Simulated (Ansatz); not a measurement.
# CdO (Monteponite) (Fm-3m) in Ansatz: notebook

Aim: see how the results for CdO (Monteponite) move with the level of theory and the settings. Levels: revPBE+D3(BJ), PBE, RPBE+D3(BJ). Tasks: relaxation of cell and atoms, single point.

Everything below comes from runs of Ansatz 0.2.0. Logs are shortened: lines on timing, memory, paths and dates and some standing lists are left out, and cuts for length are marked.

### 1 The structure

The structure is cubic, space group Fm-3m (No. 225). The conventional cell has a = 4.699 Å, b = 4.699 Å, c = 4.699 Å, α = 90.00°, β = 90.00°, γ = 90.00°. Cd (site symmetry m-3m) is surrounded by 6 O at 2.35 Å. O (site symmetry m-3m) has 6 Cd at 2.35 Å as nearest neighbours.

### 2 Relaxation of cell and atoms, revPBE+D3(BJ)

input.yaml

```yaml
crystal:
  lattice:
    - [0.0, 2.3495, 2.3495]
    - [2.3495, 0.0, 2.3495]
    - [2.3495, 2.3495, 0.0]
  atoms:
    - { symbol: Cd, position: [0.0, 0.0, 0.0] }
    - { symbol: O, position: [0.5, 0.5, 0.5] }
kpoints:
  mp_grid: { grid: [10, 10, 10] }
scf:
  occupations: { method: fermi_dirac, width: 0.05 }
hamiltonian:
  xc: revpbe
  dispersion: d3bj
  pseudopotentials: { kind: all_electron, lapw: { basis_error: 0.001 } }
output:
  forces: true
  stress: true
relax:
  f_tol: 0.02
  max_steps: 60
  cell: {}
```

Potentials or basis: all-electron LAPW, scalar-relativistic.

Launch:

```sh
$ ansatz run input.yaml --threads 1 --pin off --max-ram 3072MiB --backend cpu --events-out ev --progress --plain --runs-dir out
```

Log:

```text
Warning: RAYON_NUM_THREADS=1 ignored (pool sized by the plan → 1); use --threads N
The last accepted step is kept in <dir> (removed where the run ends without a failure and the disk answers)
LAPW: plane waves up to 9.260 Å⁻¹, error target 1.0e-3 eV per atom; small_component_spin mean_spin; O in spheres of 1.013 Å, 8 of its electrons in bands, Dirac shells []; Cd in spheres of 1.266 Å, 30 of its electrons in bands, Dirac shells [] (how accurate: hamiltonian.pseudopotentials.lapw.basis_error, Limitations)
Engine: ansatz 0.2.0, aarch64-unknown-linux-gnu
Pseudopotentials: kind: all_electron
Pseudopotential: Cd, LAPW, valence charge 30, lapw/all_electron/scalar/gaussian/Cd, Koelling and Harmon's equation, gaussian nucleus
Pseudopotential: O, LAPW, valence charge 8, lapw/all_electron/scalar/gaussian/O, Koelling and Harmon's equation, gaussian nucleus
Functional definition: revPBE
  parameter kappa = 1.245
  parameter beta = 0.06672455060314922
  exchange = pbe_x(kappa = kappa, mu = beta*pi^2/3)
  correlation = pbe_c(beta = beta)
Crystal: 2 atoms, lattice volume = 25.939 Å³
Basis set: ecut = 326.6959400399551 eV, 331 PW (Γ), exchange–correlation at level 2
Bands: 23, of which v1, the nominal top of the filled ones, is band 19 counted from 1 (18 counted from 0)
Symmetry: 48 space group operations
Space group: Fm-3m (ITA 225), of the structure as read, at distance tolerance 3.0e-5 Å
k-points: 47 of 1000
Non-local potential: Cd, projectors of the file, none
Non-local potential: O, projectors of the file, none
Initial density: superposition of atomic densities (chi_scale 0.1, normalization cell, long waves kept (reshape's long-wave potential 0.00 eV rms))
Initial wavefunctions: plane waves of lowest kinetic energy (no species holds an atomic orbital)
Functional: x = revpbe(κ = 1.245, μ = 0.2195149727645171), c = pbe(β = 0.06672455060314922)
iter 1 solved again at ethr=9.46e-3 eV; its pass at ethr=1.00e-1 eV (dr2=3.59e0 eV) is discarded
SCF iter   1: F=—  HF=-154293.392241 eV  |F-HF|=—  |Δ(HF+E_count)|=         —  Δρ=1.00e-1  dr2=3.59e0  ethr=9.46e-3  ⟨swp⟩=2.0  Hψ=6343  notcnv=0
preconditioner: auto → none  [insulator: Δε(μ)=1.179 eV  Ē_g=15.645 eV  σ=0.050 eV  W_gap=1.00  n_scr=14 (ndim 8)  ℏωp=30.9 eV  f_vac=0.003  D(μ)=0.00/eV (n_scr^D=0)  ε∞_Penn≈4.9]
SCF iter   2: F=—  HF=-154292.547349 eV  |F-HF|=—  |Δ(HF+E_count)|=   8.45e-1  Δρ=5.11e-2  dr2=7.39e-1  ethr=9.46e-3  ⟨swp⟩=3.0  Hψ=3248  notcnv=0
SCF iter   3: F=—  HF=-154291.596433 eV  |F-HF|=—  |Δ(HF+E_count)|=   9.51e-1  Δρ=1.49e-2  dr2=8.28e-2  ethr=1.94e-3  ⟨swp⟩=3.0  Hψ=3497  notcnv=0
iter 4 solved again at ethr=7.37e-6 eV; its pass at ethr=2.18e-4 eV (dr2=2.80e-3 eV) is discarded
SCF iter   4: F=—  HF=-154291.589011 eV  |F-HF|=—  |Δ(HF+E_count)|=   7.42e-3  Δρ=2.75e-3  dr2=2.80e-3  ethr=7.37e-6  ⟨swp⟩=2.0  Hψ=5501  notcnv=0
SCF iter   5: F=—  HF=-154291.584754 eV  |F-HF|=—  |Δ(HF+E_count)|=   4.26e-3  Δρ=1.56e-3  dr2=8.69e-4  ethr=7.37e-6  ⟨swp⟩=2.0  Hψ=3104  notcnv=0
SCF iter   6: F=—  HF=-154291.584333 eV  |F-HF|=—  |Δ(HF+E_count)|=   4.22e-4  Δρ=2.67e-4  dr2=2.44e-5  ethr=2.29e-6  ⟨swp⟩=2.0  Hψ=3104  notcnv=0
SCF iter   7: F=—  HF=-154291.584339 eV  |F-HF|=—  |Δ(HF+E_count)|=   6.50e-6  Δρ=2.28e-5  dr2=1.50e-7  ethr=6.42e-8  ⟨swp⟩=2.1  Hψ=3107  notcnv=0
SCF iter   8: F=-154291.584339 eV  HF=-154291.584339 eV  |F-HF|=2.10e-9  |Δ(HF+E_count)|=   1.47e-7  Δρ=2.82e-6  dr2=2.15e-9  ethr=3.95e-10  ⟨swp⟩=3.0  Hψ=3280  notcnv=0
SCF 1 converged in 8 iterations: F = -154291.584339 eV  dr2 = 2.15e-9
relax step   1: F+E_penalty+E_count = -154291.58433920 eV  Δ(F+E_penalty+E_count) = +0.000e0 eV  max|allowed force component| = 1.512e-30 eV/Å  Δτ_max = 0.0000 Å  P = +2.437 GPa  Ω = 25.939 Å³  (8 SCF iters, accepted)
Crystal: 2 atoms, lattice volume = 26.468 Å³
Basis set: ecut = 322.3337531273012 eV, 331 PW (Γ), exchange–correlation at level 2
Initial density: handed on by an earlier stage of this run
Initial wavefunctions: those handed on with the density
iter 1 solved again at ethr=3.27e-7 eV; its pass at ethr=1.00e-1 eV (dr2=1.24e-4 eV) is discarded
SCF iter   1: F=—  HF=-154291.587819 eV  |F-HF|=—  |Δ(HF+E_count)|=         —  Δρ=6.36e-4  dr2=1.46e-4  ethr=3.27e-7  ⟨swp⟩=4.0  Hψ=5708  notcnv=0
preconditioner: auto → none  [insulator: Δε(μ)=0.632 eV  Ē_g=15.374 eV  σ=0.050 eV  W_gap=0.97  n_scr=14 (ndim 8)  ℏωp=30.6 eV  f_vac=0.056  D(μ)=0.04/eV (n_scr^D=0)  ε∞_Penn≈5.0]
SCF iter   2: F=—  HF=-154291.587765 eV  |F-HF|=—  |Δ(HF+E_count)|=   5.40e-5  Δρ=2.58e-4  dr2=1.60e-5  ethr=3.27e-7  ⟨swp⟩=2.2  Hψ=3119  notcnv=0
SCF iter   3: F=—  HF=-154291.587749 eV  |F-HF|=—  |Δ(HF+E_count)|=   1.61e-5  Δρ=1.86e-4  dr2=1.29e-5  ethr=4.20e-8  ⟨swp⟩=3.0  Hψ=3233  notcnv=0
SCF iter   4: F=—  HF=-154291.587747 eV  |F-HF|=—  |Δ(HF+E_count)|=   2.31e-6  Δρ=7.11e-5  dr2=1.60e-6  ethr=3.39e-8  ⟨swp⟩=2.0  Hψ=3105  notcnv=0
iter 5 solved again at ethr=2.61e-10 eV; its pass at ethr=4.22e-9 eV (dr2=9.91e-8 eV) is discarded
SCF iter   5: F=-154291.587746 eV  HF=-154291.587746 eV  |F-HF|=4.76e-8  |Δ(HF+E_count)|=   3.46e-7  Δρ=1.88e-5  dr2=9.89e-8  ethr=2.61e-10  ⟨swp⟩=2.0  Hψ=5319  notcnv=0
SCF 2 converged in 5 iterations: F = -154291.587746 eV  dr2 = 9.89e-8
relax step   2: F+E_penalty+E_count = -154291.58774626 eV  Δ(F+E_penalty+E_count) = -3.407e-3 eV  max|allowed force component| = 3.780e-31 eV/Å  Δτ_max = 0.0000 Å  P = -0.318 GPa  Ω = 26.468 Å³  (5 SCF iters, accepted)
Crystal: 2 atoms, lattice volume = 26.405 Å³
Basis set: ecut = 322.8393374053163 eV, 331 PW (Γ), exchange–correlation at level 2
iter 1 solved again at ethr=2.79e-9 eV; its pass at ethr=1.00e-1 eV (dr2=1.06e-6 eV) is discarded
SCF iter   1: F=—  HF=-154291.587814 eV  |F-HF|=—  |Δ(HF+E_count)|=         —  Δρ=6.27e-5  dr2=1.49e-6  ethr=2.79e-9  ⟨swp⟩=5.0  Hψ=5870  notcnv=0
preconditioner: auto → none  [insulator: Δε(μ)=0.633 eV  Ē_g=15.399 eV  σ=0.050 eV  W_gap=0.97  n_scr=14 (ndim 8)  ℏωp=30.7 eV  f_vac=0.050  D(μ)=0.04/eV (n_scr^D=0)  ε∞_Penn≈5.0]
SCF iter   2: F=—  HF=-154291.587810 eV  |F-HF|=—  |Δ(HF+E_count)|=   3.90e-6  Δρ=2.30e-5  dr2=1.21e-7  ethr=2.79e-9  ⟨swp⟩=2.5  Hψ=3144  notcnv=0
SCF iter   3: F=—  HF=-154291.587810 eV  |F-HF|=—  |Δ(HF+E_count)|=   2.27e-7  Δρ=1.72e-5  dr2=1.13e-7  ethr=3.19e-10  ⟨swp⟩=3.0  Hψ=3234  notcnv=0
SCF iter   4: F=-154291.587810 eV  HF=-154291.587810 eV  |F-HF|=2.13e-8  |Δ(HF+E_count)|=   4.38e-8  Δρ=6.53e-6  dr2=1.49e-8  ethr=2.98e-10  ⟨swp⟩=2.0  Hψ=3104  notcnv=0
SCF 3 converged in 4 iterations: F = -154291.587810 eV  dr2 = 1.49e-8
relax step   3: F+E_penalty+E_count = -154291.58781000 eV  Δ(F+E_penalty+E_count) = -6.373e-5 eV  max|allowed force component| = 4.766e-31 eV/Å  Δτ_max = 0.0000 Å  P = -0.010 GPa  Ω = 26.405 Å³  (4 SCF iters, accepted)
iter 1 solved again at ethr=3.36e-11 eV; its pass at ethr=1.00e-1 eV (dr2=1.28e-8 eV) is discarded
SCF iter   1: F=—  HF=-154291.587811 eV  |F-HF|=—  |Δ(HF+E_count)|=         —  Δρ=6.51e-6  dr2=1.48e-8  ethr=3.36e-11  ⟨swp⟩=3.7  Hψ=5714  notcnv=0
preconditioner: auto → none  [insulator: Δε(μ)=0.633 eV  Ē_g=15.398 eV  σ=0.050 eV  W_gap=0.97  n_scr=14 (ndim 8)  ℏωp=30.7 eV  f_vac=0.050  D(μ)=0.04/eV (n_scr^D=0)  ε∞_Penn≈5.0]
iter 2 solved again at ethr=3.23e-12 eV; its pass at ethr=3.36e-11 eV (dr2=1.23e-9 eV) is discarded
SCF iter   2: F=-154291.587808 eV  HF=-154291.587808 eV  |F-HF|=3.75e-9  |Δ(HF+E_count)|=   3.19e-6  Δρ=2.32e-6  dr2=1.23e-9  ethr=5.24e-12 (applied; sched 3.23e-12)  ⟨swp⟩=2.0  Hψ=5665  notcnv=0
SCF 4 converged in 2 iterations: F = -154291.587808 eV  dr2 = 1.23e-9
relax step   4: F+E_penalty+E_count = -154291.58780810 eV  Δ(F+E_penalty+E_count) = +1.898e-6 eV  max|allowed force component| = 9.861e-31 eV/Å  Δτ_max = 0.0000 Å  P = -0.010 GPa  Ω = 26.405 Å³  stress off target by 1.02e-2 GPa  SCF on the basis re-selected at this cell (its energy is not comparable with the rows above)  (2 SCF iters)
basis re-selected at this cell: Δ(F+E_penalty+E_count) = +1.898e-6 eV, ΔP = -0.001 GPa vs the last step (what re-selecting the basis moved, after the strain that the cell walked since its last selection, with what the two solves' SCF thresholds leave and, on support functions, any second-order correction that the steps lacked; it is no measure of the basis error at this ecutwfc). This SCF's stress stands 1.02e-2 GPa from its target on what of the cell is left free (relax.cell.stress_tol is 5.00e-2 GPa) and its largest allowed force component is 9.86e-31 eV/Å (relax.f_tol is 2.00e-2 eV/Å): within both
SCF converged after 2 iterations
Free energy (F): -154291.587808 eV
Harris-Foulkes:  -154291.587808 eV  (|F-HF|=3.75e-9)
Internal energy: -154291.587267 eV  (E = F + TS)
E sigma→0 (E₀):  -154291.587538 eV
Entropy (-TS):   -0.000541 eV (-0.270 meV/atom)
Fermi energy:    13.578778 eV
--- Per-component energies (eV) ---
  E_band       = -5058.713541
  E_kinetic    = 161530.988083
  E_xc         = -4450.730323
  E_electrostatic = -311370.721071  (all electrons and nuclei)
  E_disp       = -1.123957  (pairwise vdW)
  E_smearing   = -0.000541  (= −TS)
  E_closure    = 0.000000  (closes the sum)
  E_atoms      = -154283.396187  (free atoms, spherical and without spin; not in F)
  Σ components = -154291.587808   (vs F -154291.587808, Δ=0.00e0)
  Basis errors (estimates in eV, not in F): energy 3.9e-4 per atom: plane waves 3.5e-4 (1.9e-4 summed), levels above the bands 5.1e-96, relativity 3.9e-8, radial functions 3.3e-5, core shells 8.4e-8; eigenvalues (radial functions only) 4.3e-5; not estimated: angular momenta, meshes, grids; target (lapw.basis_error) 1.0e-3; muffin-tin radii O 1.019 Å, Cd 1.273 Å
--- Forces (eV/Å), atoms counted from 1 ---
  atom   1  Cd    -0.00000000     0.00000000    -0.00000000
  atom   2  O      0.00000000    -0.00000000    -0.00000000
  max |Σ_I F_I| component: 9.20e-31 eV/Å
--- Stress (GPa, compression-positive) ---
       -0.010198       0.000000      -0.000000
        0.000000      -0.010198       0.000000
       -0.000000       0.000000      -0.010198
  P = ⅓ Tr σ = -0.0102 GPa (-0.102 kbar)
--- Relaxed structure (3 steps of the walk, 3 accepted, 1 SCFs on fresh bases) ---
  F+E_penalty+E_count = -154291.58780810 eV   max|allowed force component| = 9.861e-31 eV/Å   (the final SCF, on the basis selected at the relaxed cell)
  cell:  # Å, volume = 26.4054 Å³
    - [-2.929838918914964e-34, 2.3634917701977294, 2.3634917701977294]
    - [2.3634917701977294, 2.5476860164477937e-35, 2.3634917701977294]
    - [2.3634917701977294, 2.3634917701977294, -1.6559959106910665e-34]
  atoms:
    - { symbol: Cd, position: [9.739500615458385e-37, -3.6022810495576085e-37, -1.2407856948459236e-36] }
    - { symbol: O, position: [0.5, 0.5, 0.5] }
```

It took 22 s on 1 thread of Arm Neoverse V1, shared host; peak memory 0.33 GiB.

Results:

```yaml
Free_energy: -154291.5878 eV
Relaxed_volume: 13.20 Å³/atom
Relaxed_cell: a = 3.342 Å, b = 3.342 Å, c = 3.342 Å, α = 60.00°, β = 60.00°, γ = 60.00°
Space_group_after_relaxing_to_0.05_Å: Fm-3m (No. 225)
Energy_gained_by_relaxing: 1.7 meV/atom
Ionic_steps: 4
Pressure_after_relaxing: 0.0 GPa
```

Step by step:
```tsv
step	energy change (eV)	largest force (eV/Å)	volume (Å³)
1	0.0000	0.0000	25.94
2	-0.0034	0.0000	26.47
3	-0.0035	0.0000	26.41
4	-0.0035	0.0000	26.41
```

Final structure:
```
Cd O
1.0
     0.00000    2.36349    2.36349
     2.36349    0.00000    2.36349
     2.36349    2.36349    0.00000
Cd O
1 1
Direct
  0.00000 0.00000 0.00000
  0.50000 0.50000 0.50000
```

### 3 Single point, PBE

input.yaml: that of step 2 with these lines changed.

```diff
@@ -11,6 +11,5 @@
 scf:
-  occupations: { method: fermi_dirac, width: 0.05 }
+  occupations: { method: gaussian, width: 0.027 }
 hamiltonian:
-  xc: revpbe
-  dispersion: d3bj
+  xc: pbe
   pseudopotentials: { kind: all_electron, lapw: { basis_error: 0.001 } }
@@ -19,5 +18,2 @@
   stress: true
-relax:
-  f_tol: 0.02
-  max_steps: 60
-  cell: {}
+  eigenvalues: true
```

Potentials or basis: all-electron LAPW, scalar-relativistic.

Launch:

```sh
$ ansatz run input.yaml --threads 1 --pin off --max-ram 3072MiB --backend cpu --events-out ev --progress --plain --runs-dir out
```

Log:

```text
Warning: RAYON_NUM_THREADS=1 ignored (pool sized by the plan → 1); use --threads N
LAPW: plane waves up to 8.958 Å⁻¹, error target 1.0e-3 eV per atom; small_component_spin mean_spin; O in spheres of 1.047 Å, 8 of its electrons in bands, Dirac shells []; Cd in spheres of 1.303 Å, 30 of its electrons in bands, Dirac shells [] (how accurate: hamiltonian.pseudopotentials.lapw.basis_error, Limitations)
[... 4 set-up lines as earlier in the session ...]
Functional definition: PBE
  parameter kappa = 0.804
[... 3 set-up lines as earlier in the session ...]
Crystal: 2 atoms, lattice volume = 25.939 Å³
Basis set: ecut = 305.74926347618987 eV, 331 PW (Γ), exchange–correlation at level 2
Bands: 23, of which v1, the nominal top of the filled ones, is band 19 counted from 1 (18 counted from 0)
[... 2 set-up lines as earlier in the session ...]
k-points: 47 of 1000
[... 2 set-up lines as earlier in the session ...]
[... 17 lines left out ...]
Internal energy: -154283.355866 eV  (E = F + TS)
E sigma→0 (E₀):  -154283.355899 eV
Entropy (-TS):   -0.000064 eV (-0.032 meV/atom)
Fermi energy:    13.695003 eV
--- Per-component energies (eV) ---
  E_band       = -5048.837327
  E_kinetic    = 161522.506794
  E_xc         = -4443.475220
  E_electrostatic = -311362.387440  (all electrons and nuclei)
  E_smearing   = -0.000064  (= −TS)
  E_closure    = 0.000000  (closes the sum)
  E_atoms      = -154275.600110  (free atoms, spherical and without spin; not in F)
  Σ components = -154283.355931   (vs F -154283.355931, Δ=0.00e0)
  Basis errors (estimates in eV, not in F): energy 3.7e-4 per atom: plane waves 3.3e-4 (1.8e-4 summed), levels above the bands 0.0e0, relativity 1.1e-7, radial functions 3.8e-5, core shells 4.0e-8; eigenvalues (radial functions only) 6.3e-5; not estimated: angular momenta, meshes, grids; target (lapw.basis_error) 1.0e-3; muffin-tin radii O 1.047 Å, Cd 1.303 Å
--- Forces (eV/Å), atoms counted from 1 ---
  atom   1  Cd     0.00000000    -0.00000000     0.00000000
  atom   2  O      0.00000000    -0.00000000     0.00000000
  max |Σ_I F_I| component: 2.60e-30 eV/Å
--- Stress (GPa, compression-positive) ---
        6.078407       0.000000      -0.000000
        0.000000       6.078407      -0.000000
       -0.000000      -0.000000       6.078407
  P = ⅓ Tr σ = 6.0784 GPa (60.784 kbar)
--- Band table (eV; the first three rows and the last of 47) ---
  k-point 0: bands = ["-491.0023", "-374.0296", "-374.0296", "-374.0296", "-374.0195", "-374.0195", "-86.7444", "-47.8334", "-47.8334", "-47.8334", "-3.6826", "6.9676", "6.9676", "6.9676", "7.2712", "7.2712", "12.3128", "12.3128", "12.3128", "13.2664", "28.1962", "30.7062", "30.7062"]
  k-point 1: bands = ["-491.0023", "-374.0296", "-374.0296", "-374.0296", "-374.0195", "-374.0195", "-86.7443", "-47.8350", "-47.8337", "-47.8337", "-3.6138", "6.9271", "6.9840", "6.9840", "7.2039", "7.2039", "11.4439", "12.4533", "12.4533", "14.2839", "27.1538", "29.8588", "29.8588"]
  k-point 2: bands = ["-491.0023", "-374.0296", "-374.0296", "-374.0296", "-374.0195", "-374.0195", "-86.7441", "-47.8392", "-47.8343", "-47.8343", "-3.4278", "6.7735", "6.8677", "6.8677", "7.2087", "7.2087", "10.5330", "12.8057", "12.8057", "15.6573", "24.9474", "28.3133", "28.3133"]
  k-point 46: bands = ["-491.0023", "-374.0296", "-374.0296", "-374.0296", "-374.0195", "-374.0195", "-86.7431", "-47.8460", "-47.8432", "-47.8401", "-2.9480", "6.7120", "6.8467", "7.0062", "7.6582", "7.8665", "10.3785", "10.9422", "11.7745", "19.4187", "22.3878", "22.9128", "24.7553"]
```

Wall time 8.1 s (1 thread of Arm Neoverse V1, shared host); peak memory 0.31 GiB.

Results:

```yaml
Free_energy: -154283.3559 eV
Pressure: 6.1 GPa
Band_gap_on_the_k_mesh: none (metal or under the smearing width)
```

Caveat: this crystal is a semiconductor, whose small gap the functional closes, so the metal is an error of the method.

### 4 Single point, PBE

input.yaml: that of step 3 with these lines changed.

```diff
@@ -11,3 +11,3 @@
 scf:
-  occupations: { method: gaussian, width: 0.027 }
+  occupations: { method: gaussian, width: 0.024 }
 hamiltonian:
```

Launch:

```sh
$ ansatz run input.yaml --threads 1 --pin off --max-ram 3072MiB --backend cpu --events-out ev --progress --plain --runs-dir out
```

It took 8.2 s on 1 thread of Arm Neoverse V1, shared host; peak memory 0.31 GiB.

The run converged. Its results:

```
Free energy            : -154283.3559 eV
Pressure               : 6.1 GPa
Band gap on the k mesh : none (metal or under the smearing width)
```

Levels at points of the mesh, in eV from the Fermi level:
| k point | band 17 | band 18 | band 19 | band 20 | band 21 | band 22 |
| --- | --- | --- | --- | --- | --- | --- |
| (0.00, 0.00, 0.00) | -1.38 | -1.38 | -1.38 | -0.43 | 14.50 | 17.01 |
| (0.00, 0.00, -0.50) | -3.82 | -0.02 | -0.02 | 4.42 | 7.31 | 11.87 |
| (0.00, -0.50, -0.50) | -4.33 | -2.34 | -2.34 | 3.90 | 8.50 | 11.22 |

Caveat: this crystal is a semiconductor, whose small gap the functional closes, so the metal is an error of the method.

### 5 Relaxation of cell and atoms, RPBE+D3(BJ), collinear spin, random start

input.yaml

```yaml
crystal:
  lattice:
    - [0.0, 2.3495, 2.3495]
    - [2.3495, 0.0, 2.3495]
    - [2.3495, 2.3495, 0.0]
  atoms:
    - { symbol: Cd, position: [0.0, 0.0, 0.0], spin: -0.23 }
    - { symbol: O, position: [0.5, 0.5, 0.5] }
kpoints:
  mp_grid: { grid: [10, 10, 10] }
scf:
  occupations: { method: fermi_dirac, width: 0.02 }
hamiltonian:
  xc: rpbe
  dispersion: d3bj
  pseudopotentials: { kind: all_electron, lapw: { basis_error: 0.001 } }
magnetization:
  spin_polarized: true
output:
  forces: true
  stress: true
relax:
  f_tol: 0.02
  max_steps: 60
  cell: {}
```

Launch:

```sh
$ ansatz run input.yaml --threads 1 --pin off --max-ram 3072MiB --backend cpu --events-out ev --progress --plain --runs-dir out
```

Run time: 62 s. Hardware: 1 thread of Arm Neoverse V1, shared host; peak memory 0.44 GiB.

The run converged. Its results:

* Free energy: -154295.8303 eV
* Relaxed volume: 12.05 Å³/atom
* Relaxed cell: a = 3.242 Å, b = 3.242 Å, c = 3.242 Å, α = 60.00°, β = 60.00°, γ = 60.00°
* Space group after relaxing (to 0.05 Å): Fm-3m (No. 225)
* Energy gained by relaxing: 33.2 meV/atom
* Ionic steps: 5
* Pressure after relaxing: 0.0 GPa
* Net moment: 0.00 μB per cell
* Absolute moment: 0.00 μB per cell

The path:
```tsv
step	energy change (eV)	largest force (eV/Å)	volume (Å³)
1	0.0000	0.0000	25.94
2	-0.0625	0.0000	23.69
3	-0.0664	0.0000	24.16
4	-0.0665	0.0000	24.10
5	-0.0665	0.0000	24.10
```

Final structure:
```yaml
crystal:
  lattice:
    - [0.00000, 2.29266, 2.29266]
    - [2.29266, 0.00000, 2.29266]
    - [2.29266, 2.29266, 0.00000]
  atoms:
    - { symbol: Cd, position: [0.00000, 0.00000, 0.00000] }
    - { symbol: O, position: [0.50000, 0.50000, 0.50000] }
```

Caveat: the starting moments weren't kept.

### 6 Overview

```tsv
task	level	spin	cell	cutoff (eV)	smearing	gap on the mesh (eV)	pressure (GPa)	relaxed volume (Å³/atom)
relaxation of cell and atoms	revPBE+D3(BJ)	off	relaxed	-	fermi-dirac 0.05 eV	-	0.0	13.20
single point	PBE	off	as given	306	gaussian 0.027 eV	none	6.1	-
single point	PBE	off	as given	306	gaussian 0.024 eV	none	6.1	-
relaxation of cell and atoms	RPBE+D3(BJ)	collinear, random start	relaxed	-	fermi-dirac 0.02 eV	-	0.0	12.05
```

Alike in all rows: potentials or basis all-electron LAPW, scalar-relativistic; k mesh 10 × 10 × 10; basis error allowed 0.001 eV/atom.

Caveats: this crystal is a semiconductor, whose small gap the functional closes, so the metal is an error of the method (some runs); the starting moments weren't kept (some runs).

Compare energies only between runs with the same functional and basis.
